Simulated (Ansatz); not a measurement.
## ZrN (Fm-3m) under several functionals

Plane-wave DFT in Ansatz with scalar-relativistic PAW potentials. The same structure was relaxed (cell and atoms, symmetry kept) in separate runs at each level. No spin polarisation.

| level | cutoff (eV) | k mesh | V (Å³/atom) | a (Å) | B0 (GPa) |
| --- | --- | --- | --- | --- | --- |
| LDA | 420 | 16×16×16 | 11.578 | 4.525 | – |
| PBEsol | 420 | 16×16×16 | 11.792 | 4.552 | – |
| PBE+D3(BJ) | 420 | 16×16×16 | 11.844 | 4.559 | – |
| r2SCAN | 500 | 16×16×16 | 12.058 | 4.586 | 263 |

Where does PBE (420 eV, k mesh 16×16×16) fall?

V (Å³/atom) 12.125, a (Å) 4.595, B0 (GPa) 249. Its volume is the largest of the set. The usual order of volumes, LDA < PBEsol < PBE, holds here (11.578, 11.792, 12.125 Å³/atom). As a rule LDA overbinds; PBEsol, built on the gradient expansion of slowly varying densities, lies between LDA and PBE; PBE's stronger gradient term for exchange weakens bonds. Adding D3 to PBE changes the volume by -2.3 %; the term is attractive, so it pulls cells in. In metals the pairwise form ignores screening by the conduction electrons and often pulls in too far. r2SCAN lies 0.6 % under PBE in volume.

Spin polarisation was left out, and a magnetic state may lie lower.